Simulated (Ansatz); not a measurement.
# Au: the cost of one run

Computed with Ansatz 0.2.0 (DFT PBE, scalar-relativistic, plane waves, PAW, unless a step's input says otherwise).

This is Au in the hcp structure; at room conditions it is fcc.

3 further runs of the same task are left out: 1 that didn't finish, 2 set aside as unsound or not needed.

## 1. Starting point

Symmetry: P6_3/mmc, No. 194, hexagonal system. Conventional cell: a = 2.917 Å, b = 2.917 Å, c = 4.890 Å, α = 90.00°, β = 90.00°, γ = 120.00°. Around Au (site symmetry -6m2) lie 12 Au at 2.92 to 2.97 Å.

As a file:

```cif
data_structure
_symmetry_space_group_name_H-M 'P 1'
_symmetry_Int_Tables_number 1
_cell_length_a 2.9170
_cell_length_b 2.9170
_cell_length_c 4.8900
_cell_angle_alpha 90.000
_cell_angle_beta 90.000
_cell_angle_gamma 120.000
_cell_volume 36.03
loop_
_atom_site_label
_atom_site_type_symbol
_atom_site_fract_x
_atom_site_fract_y
_atom_site_fract_z
_atom_site_occupancy
Au1 Au 0.33333 0.66667 0.75000 1
Au2 Au 0.66667 0.33333 0.25000 1
```

It is the result of an earlier relaxation at this level (volume 18.02 Å³/atom; gap on the mesh: none (metal)).

## 2. The undisturbed cell

The input, input.yaml:

```yaml
crystal:
  lattice:
    - [2.916961927, 0.0, 0.0]
    - [-1.4584809635, 2.5261631306, 0.0]
    - [0.0, 0.0, 4.8900308735]
  atoms:
    - { symbol: Au, position: [0.3333333333, 0.6666666667, 0.75] }
    - { symbol: Au, position: [0.6666666667, 0.3333333333, 0.25] }
basis:
  ecutwfc: 420
kpoints:
  mp_grid: { grid: [12, 12, 8] }
hamiltonian:
  xc: pbe
scf:
  occupations: { method: gaussian, width: 0.15 }
output:
  forces: true
  stress: true
  eigenvalues: true
```

Launch:

```console
$ ansatz run input.yaml --threads 2 --pin off --max-ram 5120MiB --backend cpu --events-out ev --progress --plain --runs-dir out
```

What time and memory should one allow on 2 threads of Arm Neoverse V1, shared host?

About 1.8 s, with a peak of 0.33 GiB.
